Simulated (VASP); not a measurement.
Computed with revTPSS meta-GGA, VASP's PBE PAW potentials (set 64) (plane waves; VASP).

VASP ran on this input.

**INCAR**
```
ALGO  =  Normal
EDIFF  =  1E-7
ENCUT  =  520
ISIF  =  2
ISMEAR  =  0
LASPH  =  .True.
LCHARG  =  .False.
LMIXTAU  =  .True.
LREAL  =  .False.
LWAVE  =  .False.
METAGGA  =  RTPSS
NELM  =  100
PREC  =  Accurate
SIGMA  =  0.05
SYSTEM  =  CaF2
```

**KPOINTS**
```
Regular mesh
0
G
  7 7 7
```

**POSCAR**
```
CaF2
1
    0.0000000000     2.7616716888     2.7616716888
    2.7616716888     0.0000000000     2.7616716888
    2.7616716888     2.7616716888     0.0000000000
Ca F
1 2
Direct
  0.0000000000   0.0000000000   0.0000000000
  0.2500000000   0.2500000000   0.2500000000
  0.7500000000   0.7500000000   0.7500000000
```

POTCAR, in this order: Ca_sv F (PBE.64 set). Program: vasp_std.

Output of the run:

### OSZICAR
```
       N       E                     dE             d eps       ncg     rms          rms(c)
DAV:   1     0.212392951307E+03    0.21239E+03   -0.13889E+04   640   0.152E+03
DAV:   2    -0.150062207746E+02   -0.22740E+03   -0.22353E+03   816   0.406E+02
DAV:   3    -0.257844832323E+02   -0.10778E+02   -0.10762E+02   800   0.100E+02
DAV:   4    -0.262487531814E+02   -0.46427E+00   -0.46398E+00  1048   0.158E+01
DAV:   5    -0.262527520314E+02   -0.39989E-02   -0.39988E-02   784   0.124E+00    0.101E+01
DAV:   6    -0.195161772717E+02    0.67366E+01   -0.15373E+02   640   0.146E+02    0.120E+01
DAV:   7    -0.209067617622E+02   -0.13906E+01   -0.36470E+00   976   0.189E+01    0.926E+00
DAV:   8    -0.202310626010E+02    0.67570E+00   -0.31043E+00   792   0.146E+01    0.402E+00
DAV:   9    -0.206060081099E+02   -0.37495E+00   -0.28987E+00   832   0.180E+01    0.103E+00
DAV:  10    -0.208560673817E+02   -0.25006E+00   -0.66913E-01   648   0.110E+01    0.522E-01
DAV:  11    -0.208950159195E+02   -0.38949E-01   -0.24788E-01   952   0.596E+00    0.561E-01
DAV:  12    -0.208968500884E+02   -0.18342E-02   -0.14046E-01   872   0.331E+00    0.595E-01
DAV:  13    -0.208997597758E+02   -0.29097E-02   -0.81649E-03   864   0.915E-01    0.355E-01
DAV:  14    -0.209013641554E+02   -0.16044E-02   -0.26662E-02   640   0.140E+00    0.123E-01
DAV:  15    -0.209020513554E+02   -0.68720E-03   -0.20003E-03   672   0.492E-01    0.585E-02
DAV:  16    -0.209029234321E+02   -0.87208E-03   -0.24159E-04   784   0.221E-01    0.437E-02
DAV:  17    -0.209029289859E+02   -0.55539E-05   -0.21507E-04   792   0.127E-01    0.839E-03
DAV:  18    -0.209029454718E+02   -0.16486E-04   -0.19210E-05   960   0.385E-02    0.686E-03
DAV:  19    -0.209029448764E+02    0.59533E-06   -0.44141E-06   784   0.198E-02    0.166E-03
DAV:  20    -0.209029451234E+02   -0.24698E-06   -0.44164E-07   720   0.789E-03    0.200E-03
DAV:  21    -0.209029452461E+02   -0.12263E-06   -0.84881E-07   648   0.782E-03    0.627E-04
DAV:  22    -0.209029452855E+02   -0.39404E-07   -0.44123E-08   760   0.252E-03
   1 F= -.20902945E+02 E0= -.20902945E+02  d E =-.823379E-15
```

### OUTCAR
```
------------------------ aborting loop because EDIFF is reached ----------------------------------------
  FORCE on cell =-STRESS in cart. coord.  units (eV):
  Direction    XX          YY          ZZ          XY          YZ          ZX
  --------------------------------------------------------------------------------------
  Total       -0.5717807     -0.5717807     -0.5717807      0.0000000     -0.0000000      0.0000000
  in kB      -21.7467288    -21.7467288    -21.7467288      0.0000000     -0.0000000      0.0000000
  external PRESSURE =     -21.7467288 kB  Pullay stress =       0.0000000 kB
  volume of cell :       42.13
      direct lattice vectors                 reciprocal lattice vectors
     0.000000000  2.761671689  2.761671689    -0.181049761  0.181049761  0.181049761
     2.761671689  0.000000000  2.761671689     0.181049761 -0.181049761  0.181049761
     2.761671689  2.761671689  0.000000000     0.181049761  0.181049761 -0.181049761
 POSITION                                       TOTAL-FORCE (eV/Angst)
 -----------------------------------------------------------------------------------
      0.00000      0.00000      0.00000         0.000000     -0.000000      0.000000
      1.38084      1.38084      1.38084        -0.000000     -0.000000     -0.000000
      4.14251      4.14251      4.14251         0.000000      0.000000      0.000000
 -----------------------------------------------------------------------------------
    total drift:                                0.000000     -0.000000      0.000000
  FREE ENERGIE OF THE ION-ELECTRON SYSTEM (eV)
  ---------------------------------------------------
  free  energy   TOTEN  =       -20.9029452855 eV

  energy  without entropy=      -20.9029452855  energy(sigma->0) =      -20.90294529
```
(Selected blocks of OUTCAR.)

The compound is CaF2 in the fluorite structure. This cell is one point of a volume scan, at 1.03 of the reference volume.
